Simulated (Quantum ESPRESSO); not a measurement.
BeTe:

```
Te Be
1.0
     0.00000    2.77000    2.77000
     2.77000    0.00000    2.77000
     2.77000    2.77000    0.00000
Te Be
1 1
Cartesian
  4.1550 4.1550 4.1550
  0.0000 0.0000 0.0000
```

Program: Quantum ESPRESSO 7.5. Alike in all runs: task dielectric tensor; level PBEsol; potentials or basis PseudoDojo 0.4.1 SR PBEsol standard; no spin polarisation; cell as given; cutoff (eV) 1197; smearing fermi-dirac 0.05 eV. Hardware: 1 thread of Intel(R) Xeon(R) Processor @ 2.50GHz (Skylake/Cascade Lake), on a shared host.

Q: Order these runs on this cell by their wall time, lowest first.
A. k mesh 4 × 4 × 4, shifted; mesh quality not flagged
B. k mesh 8 × 8 × 8, shifted; mesh quality not flagged
C. k mesh 2 × 2 × 2, shifted; mesh quality coarse
D. k mesh 6 × 6 × 6, shifted; mesh quality not flagged

A: C (59 s), A (260 s), D (690 s), B (1500 s).

Caveats: some runs use coarse meshes.
